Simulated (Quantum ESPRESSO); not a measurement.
# 2H-WS2, 2 layers, AA' stacking: a series in biaxial strain, part 4 of 6

Aim: how the results for 2H-WS2, 2 layers, AA' stacking change with biaxial strain.

Quantum ESPRESSO 7.5; plane-wave DFT, PBE, GBRV ultrasoft pseudopotentials.

So far. Step 3 (Relaxing the ions, -4 %): The relaxation lowers the energy by 16 meV an atom. Step 6 (Bands along a path, -4 %): Along this path the valence top lies at K and the conduction bottom between K and Γ.

### 7. Relaxing the ions, -3 %

Level of this step: plane-wave DFT, PBE-D3(BJ), GBRV ultrasoft pseudopotentials (Quantum ESPRESSO 7.5).

The input, m1.relax.in:

```
&control
  prefix = 'm1.relax'
  outdir = './out'
  pseudo_dir = './pseudo'
  nstep = 40
  forc_conv_thr = 0.0003
  calculation = 'relax'
  tstress = .true.
/
&system
  ibrav = 0
  nat = 6
  ntyp = 2
  ecutwfc = 50
  ecutrho = 250
  vdw_corr = 'grimme-d3'
  dftd3_version = 4
  occupations = 'smearing'
  smearing = 'fd'
  degauss = 0.002
/
&electrons
  conv_thr = 1e-09
  mixing_beta = 0.4
  electron_maxstep = 120
  mixing_mode = 'plain'
/
&ions
/
ATOMIC_SPECIES
  S   32.0600  s_pbe_v1.4.uspp.F.UPF
  W   183.8400  w_pbe_v1.2.uspp.F.UPF
CELL_PARAMETERS angstrom
  3.06397718114000 0.00000000000000 0.00000000000000
  -1.53198859057000 2.65348207604000 0.00000000000000
  0.00000000000000 0.00000000000000 25.15124046500000
ATOMIC_POSITIONS crystal
  S   0.333333333300 0.666666666700 0.315589334300
  W   0.000000000000 0.000000000000 0.378305579200
  S   0.333333333300 0.666666666700 0.440960677000
  S   0.000000000000 0.000000000000 0.559039323000
  W   0.333333333300 0.666666666700 0.621694420800
  S   0.000000000000 0.000000000000 0.684410665700
K_POINTS automatic
  12 12 1 0 0 0
```

Run with:

```
OMP_NUM_THREADS=1 mpirun -n 4 pw.x -nk 4 -in m1.relax.in > m1.relax.out
```

What it wrote:

```text
[banner, memory and clock lines left out]
Program PWSCF v.7.5 starts
[...]
Message from routine setup:
[...]
number of electrons       =        52.00
     number of Kohn-Sham states=           31
     kinetic-energy cutoff     =      50.0000  Ry
     charge density cutoff     =     250.0000  Ry
[...]
number of k points=    19  Fermi-Dirac smearing, width (Ry)=  0.0020
[...]
Dense  grid:    92381 G-vectors     FFT dimensions: (  30,  30, 240)
[...]
negative rho (up, down):  1.238E-01 0.000E+00
     Starting wfcs are   42 randomized atomic wfcs
[...]
negative rho (up, down):  1.269E-01 0.000E+00
[...]
estimated scf accuracy    <       0.18908679 Ry
[...]
negative rho (up, down):  1.303E-01 0.000E+00
[...]
estimated scf accuracy    <       0.02612220 Ry
[...]
negative rho (up, down):  1.309E-01 0.000E+00
[...]
estimated scf accuracy    <       0.01529386 Ry
[...]
negative rho (up, down):  1.318E-01 0.000E+00
[...]
estimated scf accuracy    <       0.00565822 Ry
[...]
negative rho (up, down):  1.330E-01 0.000E+00
[...]
estimated scf accuracy    <       0.00267873 Ry
[...]
negative rho (up, down):  1.331E-01 0.000E+00
[...]
estimated scf accuracy    <       0.00090544 Ry
[...]
negative rho (up, down):  1.330E-01 0.000E+00
[...]
estimated scf accuracy    <       0.00002022 Ry
[...]
negative rho (up, down):  1.330E-01 0.000E+00
[...]
estimated scf accuracy    <       0.00001660 Ry
[...]
negative rho (up, down):  1.329E-01 0.000E+00
[...]
estimated scf accuracy    <       0.00000048 Ry
[...]
negative rho (up, down):  1.329E-01 0.000E+00
[...]
estimated scf accuracy    <       0.00000042 Ry
[...]
negative rho (up, down):  1.329E-01 0.000E+00
[...]
estimated scf accuracy    <          9.2E-09 Ry
[...]
negative rho (up, down):  1.329E-01 0.000E+00
[...]
estimated scf accuracy    <          6.7E-09 Ry
[...]
negative rho (up, down):  1.329E-01 0.000E+00
[...]
the Fermi energy is     3.9343 ev
!    total energy              =    -415.17211499 Ry
     estimated scf accuracy    <          1.1E-10 Ry
     smearing contrib. (-TS)   =      -0.00000000 Ry
     internal energy E=F+TS    =    -415.17211499 Ry
[...]
one-electron contribution =   -2926.37897285 Ry
     hartree contribution      =    1469.65683022 Ry
     xc contribution           =    -116.78441638 Ry
     ewald contribution        =    1158.49971594 Ry
[...]
convergence has been achieved in  13 iterations
     negative rho (up, down):  1.329E-01 0.000E+00
[...]
Total force =     0.058838     Total SCF correction =     0.000066
[...]
negative rho (up, down):  1.329E-01 0.000E+00
[...]
negative rho (up, down):  1.329E-01 0.000E+00
[...]
negative rho (up, down):  1.329E-01 0.000E+00
[...]
estimated scf accuracy    <       0.00025443 Ry
[...]
negative rho (up, down):  1.329E-01 0.000E+00
[...]
estimated scf accuracy    <       0.00024439 Ry
[...]
negative rho (up, down):  1.329E-01 0.000E+00
[...]
estimated scf accuracy    <       0.00001447 Ry
[...]
negative rho (up, down):  1.329E-01 0.000E+00
[...]
estimated scf accuracy    <       0.00007673 Ry
[...]
negative rho (up, down):  1.329E-01 0.000E+00
[...]
estimated scf accuracy    <       0.00001212 Ry
[...]
negative rho (up, down):  1.329E-01 0.000E+00
[...]
estimated scf accuracy    <       0.00000032 Ry
[...]
negative rho (up, down):  1.329E-01 0.000E+00
[...]
estimated scf accuracy    <       0.00000032 Ry
[...]
negative rho (up, down):  1.329E-01 0.000E+00
[...]
estimated scf accuracy    <       0.00000017 Ry
[...]
negative rho (up, down):  1.329E-01 0.000E+00
[...]
estimated scf accuracy    <       0.00000002 Ry
[...]
negative rho (up, down):  1.329E-01 0.000E+00
[...]
estimated scf accuracy    <          4.6E-09 Ry
[...]
negative rho (up, down):  1.329E-01 0.000E+00
[...]
the Fermi energy is     3.8688 ev
!    total energy              =    -415.17477474 Ry
     estimated scf accuracy    <          3.1E-10 Ry
     smearing contrib. (-TS)   =      -0.00000000 Ry
     internal energy E=F+TS    =    -415.17477474 Ry
[...]
one-electron contribution =   -2918.80900817 Ry
     hartree contribution      =    1465.89242660 Ry
     xc contribution           =    -116.72948511 Ry
     ewald contribution        =    1154.63631472 Ry
[...]
convergence has been achieved in  11 iterations
     negative rho (up, down):  1.329E-01 0.000E+00
[...]
Total force =     0.031745     Total SCF correction =     0.000118
[...]
negative rho (up, down):  1.329E-01 0.000E+00
[...]
negative rho (up, down):  1.330E-01 0.000E+00
[...]
negative rho (up, down):  1.329E-01 0.000E+00
[...]
estimated scf accuracy    <       0.00030938 Ry
[...]
negative rho (up, down):  1.330E-01 0.000E+00
[...]
estimated scf accuracy    <       0.00033720 Ry
[...]
negative rho (up, down):  1.330E-01 0.000E+00
[...]
estimated scf accuracy    <       0.00001553 Ry
[...]
negative rho (up, down):  1.330E-01 0.000E+00
[...]
estimated scf accuracy    <       0.00007681 Ry
[...]
negative rho (up, down):  1.330E-01 0.000E+00
[...]
estimated scf accuracy    <       0.00001854 Ry
[...]
negative rho (up, down):  1.329E-01 0.000E+00
[...]
estimated scf accuracy    <       0.00000058 Ry
[...]
negative rho (up, down):  1.329E-01 0.000E+00
[...]
estimated scf accuracy    <       0.00000043 Ry
[...]
negative rho (up, down):  1.329E-01 0.000E+00
[...]
estimated scf accuracy    <       0.00000028 Ry
[...]
negative rho (up, down):  1.329E-01 0.000E+00
[...]
estimated scf accuracy    <       0.00000003 Ry
[...]
negative rho (up, down):  1.329E-01 0.000E+00
[...]
estimated scf accuracy    <          5.3E-09 Ry
[...]
negative rho (up, down):  1.329E-01 0.000E+00
[...]
estimated scf accuracy    <          7.8E-10 Ry
[...]
negative rho (up, down):  1.329E-01 0.000E+00
[...]
estimated scf accuracy    <          4.0E-10 Ry
[...]
negative rho (up, down):  1.329E-01 0.000E+00
[...]
estimated scf accuracy    <          2.7E-10 Ry
[...]
negative rho (up, down):  1.329E-01 0.000E+00
[...]
the Fermi energy is     3.7971 ev
!    total energy              =    -415.17589521 Ry
     estimated scf accuracy    <          1.6E-10 Ry
     smearing contrib. (-TS)   =      -0.00000000 Ry
[...]
negative rho (up, down):  1.330E-01 0.000E+00
[...]
negative rho (up, down):  1.330E-01 0.000E+00
[...]
estimated scf accuracy    <       0.00000017 Ry
[...]
negative rho (up, down):  1.330E-01 0.000E+00
[...]
estimated scf accuracy    <       0.00000094 Ry
[...]
negative rho (up, down):  1.330E-01 0.000E+00
[...]
estimated scf accuracy    <       0.00000003 Ry
[...]
negative rho (up, down):  1.330E-01 0.000E+00
[...]
estimated scf accuracy    <       0.00000001 Ry
[...]
negative rho (up, down):  1.330E-01 0.000E+00
[...]
estimated scf accuracy    <          1.2E-09 Ry
[...]
negative rho (up, down):  1.330E-01 0.000E+00
[...]
estimated scf accuracy    <          2.3E-10 Ry
[...]
negative rho (up, down):  1.330E-01 0.000E+00
[...]
estimated scf accuracy    <          2.9E-11 Ry
[...]
negative rho (up, down):  1.330E-01 0.000E+00
[...]
the Fermi energy is     3.7872 ev
!    total energy              =    -415.17591374 Ry
     estimated scf accuracy    <          4.3E-12 Ry
     smearing contrib. (-TS)   =      -0.00000000 Ry
     internal energy E=F+TS    =    -415.17591374 Ry
[...]
one-electron contribution =   -2908.56425931 Ry
     hartree contribution      =    1460.79508081 Ry
     xc contribution           =    -116.66293885 Ry
     ewald contribution        =    1149.42089501 Ry
[...]
convergence has been achieved in   8 iterations
     negative rho (up, down):  1.330E-01 0.000E+00
[...]
Total force =     0.001275     Total SCF correction =     0.000008
[...]
negative rho (up, down):  1.330E-01 0.000E+00
[...]
WARNING: bfgs curvature condition failed, Theta= 0.900
[...]
negative rho (up, down):  1.330E-01 0.000E+00
[...]
negative rho (up, down):  1.330E-01 0.000E+00
[...]
estimated scf accuracy    <       0.00000029 Ry
[...]
negative rho (up, down):  1.330E-01 0.000E+00
[...]
estimated scf accuracy    <       0.00000181 Ry
[...]
negative rho (up, down):  1.330E-01 0.000E+00
[...]
estimated scf accuracy    <       0.00000004 Ry
[...]
negative rho (up, down):  1.330E-01 0.000E+00
[...]
estimated scf accuracy    <       0.00000002 Ry
[...]
negative rho (up, down):  1.330E-01 0.000E+00
[...]
estimated scf accuracy    <          1.9E-09 Ry
[...]
negative rho (up, down):  1.330E-01 0.000E+00
[...]
estimated scf accuracy    <          1.1E-09 Ry
[...]
negative rho (up, down):  1.330E-01 0.000E+00
[...]
estimated scf accuracy    <          9.4E-11 Ry
[...]
negative rho (up, down):  1.330E-01 0.000E+00
[...]
the Fermi energy is     3.7867 ev
!    total energy              =    -415.17591604 Ry
     estimated scf accuracy    <          5.6E-13 Ry
     smearing contrib. (-TS)   =      -0.00000000 Ry
     internal energy E=F+TS    =    -415.17591604 Ry
[...]
one-electron contribution =   -2908.02623155 Ry
     hartree contribution      =    1460.52618214 Ry
     xc contribution           =    -116.66245833 Ry
     ewald contribution        =    1149.15126831 Ry
[...]
convergence has been achieved in   8 iterations
     negative rho (up, down):  1.330E-01 0.000E+00
[...]
Total force =     0.001307     Total SCF correction =     0.000001
[...]
negative rho (up, down):  1.330E-01 0.000E+00
[...]
negative rho (up, down):  1.330E-01 0.000E+00
[...]
negative rho (up, down):  1.330E-01 0.000E+00
[...]
estimated scf accuracy    <       0.00000086 Ry
[...]
negative rho (up, down):  1.330E-01 0.000E+00
[...]
estimated scf accuracy    <       0.00000613 Ry
[...]
negative rho (up, down):  1.330E-01 0.000E+00
[...]
estimated scf accuracy    <       0.00000006 Ry
[...]
negative rho (up, down):  1.330E-01 0.000E+00
[...]
estimated scf accuracy    <       0.00000006 Ry
[...]
negative rho (up, down):  1.330E-01 0.000E+00
[...]
estimated scf accuracy    <       0.00000001 Ry
[...]
negative rho (up, down):  1.330E-01 0.000E+00
[...]
estimated scf accuracy    <          8.4E-10 Ry
[...]
negative rho (up, down):  1.330E-01 0.000E+00
[...]
estimated scf accuracy    <          6.7E-10 Ry
[...]
negative rho (up, down):  1.330E-01 0.000E+00
[...]
the Fermi energy is     3.7863 ev
!    total energy              =    -415.17591978 Ry
     estimated scf accura
[...]
the Fermi energy is     3.7859 ev
!    total energy              =    -415.17592559 Ry
     estimated scf accuracy    <          3.2E-13 Ry
     smearing contrib. (-TS)   =      -0.00000000 Ry
     internal energy E=F+TS    =    -415.17592559 Ry
[...]
one-electron contribution =   -2905.86667459 Ry
     hartree contribution      =    1459.44670060 Ry
     xc contribution           =    -116.66135907 Ry
     ewald contribution        =    1148.07002558 Ry
[...]
convergence has been achieved in  11 iterations
     negative rho (up, down):  1.330E-01 0.000E+00
[...]
Total force =     0.001392     Total SCF correction =     0.000004
[...]
negative rho (up, down):  1.330E-01 0.000E+00
[...]
negative rho (up, down):  1.329E-01 0.000E+00
[...]
negative rho (up, down):  1.329E-01 0.000E+00
[...]
estimated scf accuracy    <       0.00000600 Ry
[...]
negative rho (up, down):  1.329E-01 0.000E+00
[...]
estimated scf accuracy    <       0.00005008 Ry
[...]
negative rho (up, down):  1.329E-01 0.000E+00
[...]
estimated scf accuracy    <       0.00000026 Ry
[...]
negative rho (up, down):  1.329E-01 0.000E+00
[...]
estimated scf accuracy    <       0.00000055 Ry
[...]
negative rho (up, down):  1.329E-01 0.000E+00
[...]
estimated scf accuracy    <       0.00000013 Ry
[...]
negative rho (up, down):  1.329E-01 0.000E+00
[...]
estimated scf accuracy    <       0.00000001 Ry
[...]
negative rho (up, down):  1.329E-01 0.000E+00
[...]
estimated scf accuracy    <          2.2E-09 Ry
[...]
negative rho (up, down):  1.329E-01 0.000E+00
[...]
estimated scf accuracy    <          2.4E-10 Ry
[...]
negative rho (up, down):  1.329E-01 0.000E+00
[...]
estimated scf accuracy    <          1.3E-11 Ry
[...]
negative rho (up, down):  1.329E-01 0.000E+00
[...]
the Fermi energy is     3.7856 ev
!    total energy              =    -415.17593425 Ry
     estimated scf accuracy    <          3.4E-12 Ry
     smearing contrib. (-TS)   =      -0.00000000 Ry
     internal energy E=F+TS    =    -415.17593425 Ry
[...]
one-electron contribution =   -2903.86500146 Ry
     hartree contribution      =    1458.44600985 Ry
     xc contribution           =    -116.66064951 Ry
     ewald contribution        =    1147.06827108 Ry
[...]
convergence has been achieved in  10 iterations
     negative rho (up, down):  1.329E-01 0.000E+00
[...]
Total force =     0.001429     Total SCF correction =     0.000011
[...]
negative rho (up, down):  1.329E-01 0.000E+00
[...]
negative rho (up, down):  1.328E-01 0.000E+00
[...]
negative rho (up, down):  1.328E-01 0.000E+00
[...]
estimated scf accuracy    <       0.00001468 Ry
[...]
negative rho (up, down):  1.328E-01 0.000E+00
[...]
estimated scf accuracy    <       0.00012518 Ry
[...]
negative rho (up, down):  1.328E-01 0.000E+00
[...]
estimated scf accuracy    <       0.00000062 Ry
[...]
negative rho (up, down):  1.328E-01 0.000E+00
[...]
estimated scf accuracy    <       0.00000143 Ry
[...]
negative rho (up, down):  1.328E-01 0.000E+00
[...]
estimated scf accuracy    <       0.00000014 Ry
[...]
negative rho (up, down):  1.328E-01 0.000E+00
[...]
estimated scf accuracy    <       0.00000002 Ry
[...]
negative rho (up, down):  1.328E-01 0.000E+00
[...]
estimated scf accuracy    <          6.8E-09 Ry
[...]
negative rho (up, down):  1.328E-01 0.000E+00
[...]
estimated scf accuracy    <          4.5E-11 Ry
[...]
negative rho (up, down):  1.328E-01 0.000E+00
[...]
```

Wall time 12 min (4 MPI ranks of Arm Neoverse V1, shared host); peak memory 1.1 GiB; 47 min of CPU time.

Step by step:

```csv
step,energy less that of the first step (eV),largest force (eV/Å)
1,0.0000,0.7572
2,-0.0362,0.4148
3,-0.0514,0.0589
4,-0.0517,0.0141
5,-0.0517,0.0160
6,-0.0517,0.0182
7,-0.0518,0.0200
8,-0.0518,0.0217
9,-0.0520,0.0231
10,-0.0521,0.0238
11,-0.0524,0.0234
12,-0.0526,0.0212
13,-0.0529,0.0158
14,-0.0530,0.0082
15,-0.0530,0.0052
```

The atoms that moved most (Å):

```csv
atom,dx,dy,dz,length
S6,0.000,0.000,0.071,0.071
S1,0.000,0.000,-0.071,0.071
W2,0.000,0.000,-0.035,0.035
W5,0.000,0.000,0.035,0.035
```

The relaxed structure:

```xyz
6
Lattice="3.0640 0.0000 0.0000 -1.5320 2.6535 0.0000 0.0000 0.0000 25.1512" Properties=species:S:1:pos:R:3
S     0.0000    1.7690    7.8665
W     0.0000    0.0000    9.4795
S     0.0000    1.7690   11.0913
S     0.0000    0.0000   14.0600
W     0.0000    1.7690   15.6717
S     0.0000    0.0000   17.2848
```

The relaxation lowers the energy by 9 meV an atom.

This step gave:

| Item | Value |
| --- | --- |
| free energy | -5648.7574 eV |
| Fermi energy | 3.789 eV |

### 8. Self-consistent run, -3 %

Level of this step: plane-wave DFT, PBE, GBRV ultrasoft pseudopotentials (Quantum ESPRESSO 7.5).

The input, m1.scf.in:

```
&control
  prefix = 'm1.scf'
  outdir = './out'
  pseudo_dir = './pseudo'
  calculation = 'scf'
  tprnfor = .true.
/
&system
  ibrav = 0
  nat = 6
  ntyp = 2
  ecutwfc = 40
  ecutrho = 200
  occupations = 'smearing'
  smearing = 'fd'
  degauss = 0.002
  nbnd = 30
/
&electrons
  conv_thr = 1e-09
  mixing_beta = 0.4
  electron_maxstep = 120
  mixing_mode = 'plain'
/
ATOMIC_SPECIES
  S   32.0600  s_pbe_v1.4.uspp.F.UPF
  W   183.8400  w_pbe_v1.2.uspp.F.UPF
CELL_PARAMETERS angstrom
  3.06397718114000 0.00000000000000 0.00000000000000
  -1.53198859057000 2.65348207604000 0.00000000000000
  0.00000000000000 0.00000000000000 25.15124046500000
ATOMIC_POSITIONS crystal
  S   0.333333333300 0.666666666700 0.312767053300
  W   0.000000000000 0.000000000000 0.376899961600
  S   0.333333333300 0.666666666700 0.440982701600
  S   0.000000000000 0.000000000000 0.559017298400
  W   0.333333333300 0.666666666700 0.623100038400
  S   0.000000000000 0.000000000000 0.687232946700
K_POINTS automatic
  12 12 1 0 0 0
```

Run with:

```
OMP_NUM_THREADS=1 mpirun -n 4 pw.x -nk 4 -in m1.scf.in > m1.scf.out
```

What it wrote:

```text
[banner, memory and clock lines left out]
Program PWSCF v.7.5 starts
[...]
Message from routine setup:
[...]
number of electrons       =        52.00
     number of Kohn-Sham states=           30
     kinetic-energy cutoff     =      40.0000  Ry
     charge density cutoff     =     200.0000  Ry
[...]
number of k points=    19  Fermi-Dirac smearing, width (Ry)=  0.0020
[...]
Dense  grid:    65763 G-vectors     FFT dimensions: (  27,  27, 216)
[...]
negative rho (up, down):  1.169E-01 0.000E+00
     Starting wfcs are   42 randomized atomic wfcs
[...]
negative rho (up, down):  1.189E-01 0.000E+00
[...]
estimated scf accuracy    <       0.19047205 Ry
[...]
negative rho (up, down):  1.213E-01 0.000E+00
[...]
estimated scf accuracy    <       0.02491171 Ry
[...]
negative rho (up, down):  1.218E-01 0.000E+00
[...]
estimated scf accuracy    <       0.01631631 Ry
[...]
negative rho (up, down):  1.225E-01 0.000E+00
[...]
estimated scf accuracy    <       0.00479191 Ry
[...]
negative rho (up, down):  1.234E-01 0.000E+00
[...]
estimated scf accuracy    <       0.00335663 Ry
[...]
negative rho (up, down):  1.235E-01 0.000E+00
[...]
estimated scf accuracy    <       0.00128385 Ry
[...]
negative rho (up, down):  1.234E-01 0.000E+00
[...]
estimated scf accuracy    <       0.00005538 Ry
[...]
negative rho (up, down):  1.234E-01 0.000E+00
[...]
estimated scf accuracy    <       0.00006600 Ry
[...]
negative rho (up, down):  1.234E-01 0.000E+00
[...]
estimated scf accuracy    <       0.00000353 Ry
[...]
negative rho (up, down):  1.234E-01 0.000E+00
[...]
estimated scf accuracy    <       0.00000060 Ry
[...]
negative rho (up, down):  1.233E-01 0.000E+00
[...]
estimated scf accuracy    <       0.00000017 Ry
[...]
negative rho (up, down):  1.233E-01 0.000E+00
[...]
estimated scf accuracy    <          5.0E-09 Ry
[...]
negative rho (up, down):  1.233E-01 0.000E+00
[...]
estimated scf accuracy    <          3.2E-09 Ry
[...]
negative rho (up, down):  1.233E-01 0.000E+00
[...]
the Fermi energy is     3.9178 ev
!    total energy              =    -415.00189055 Ry
     estimated scf accuracy    <          5.3E-10 Ry
     smearing contrib. (-TS)   =      -0.00000000 Ry
     internal energy E=F+TS    =    -415.00189055 Ry
[...]
one-electron contribution =   -2869.23761461 Ry
     hartree contribution      =    1441.12814516 Ry
     xc contribution           =    -116.65686850 Ry
     ewald contribution        =    1129.76444740 Ry
     convergence has been achieved in  14 iterations
     negative rho (up, down):  1.233E-01 0.000E+00
[...]
Total force =     0.007662     Total SCF correction =     0.000069
[...]
```

Wall time 39 s (4 MPI ranks); peak memory 0.8 GiB; 2.6 min of CPU time.

Read from the output:

```
free energy                          : -5646.3884 eV
Fermi energy                         : 3.918 eV
valence top, on the run's zero       : 3.173 eV
conduction bottom, on the run's zero : 4.694 eV
gap by band count                    : 1.521 eV
```

[end of part 4 of 6]

[Logs are printed without paths, hosts, clocks, repeated set-up lines and the standing remarks that a program may print on its own settings, such as how far it seeks lower states.]

[Hosts, paths, dates, database ids (printed as entryN), source tags and the programs' standing remarks are cut or masked in the printed files.]

[Maps of the electrostatic potential energy from Ansatz leave out the sawtooth potential of an applied field or a dipole correction, so their vacuum need not be flat; planar profiles and work functions include it.]
